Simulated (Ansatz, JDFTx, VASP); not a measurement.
# WC: programs and potentials compared

The starting cell:

```xyz
2
Lattice="2.9065 0.0000 0.0000 -1.4532 2.5171 0.0000 0.0000 0.0000 2.8366" Properties=species:S:1:pos:R:3 pbc="T T T"
W     0.0000    0.0000    0.0000
C     1.4533    0.8390    1.4183
```

Alike in all runs: task relaxation of cell and atoms; functional PBE; dispersion D3(BJ); k mesh 10 × 10 × 9; occupations fermi-dirac, width 0.05 eV; no spin polarisation; no spin-orbit coupling.

| program and potentials | plane-wave cutoff (eV) | notes | equilibrium volume (Å³/atom) |
| --- | --- | --- | --- |
| Ansatz, Ansatz PAW | 420 | - | 10.33 |
| Ansatz, all-electron LAPW, scalar-relativistic | - | - | 10.33 |
| VASP, PBE PAW files C, W_sv, 600 eV | 600 | - | 10.36 |
| JDFTx, PseudoDojo-SR-PBE-0.5-standard | 1116 | - | 10.33 |

The equilibrium volume spans 10.33 (Ansatz, Ansatz PAW) to 10.36 Å³/atom (VASP, PBE PAW files C, W_sv, 600 eV), with all-electron results at 10.33. Relaxations stop with a little pressure left, so the last digit of a volume isn't settled.

The functional is the same throughout but for its coding, so the spread measures potentials, basis and numerics; runs on potential files found faulty are left out.
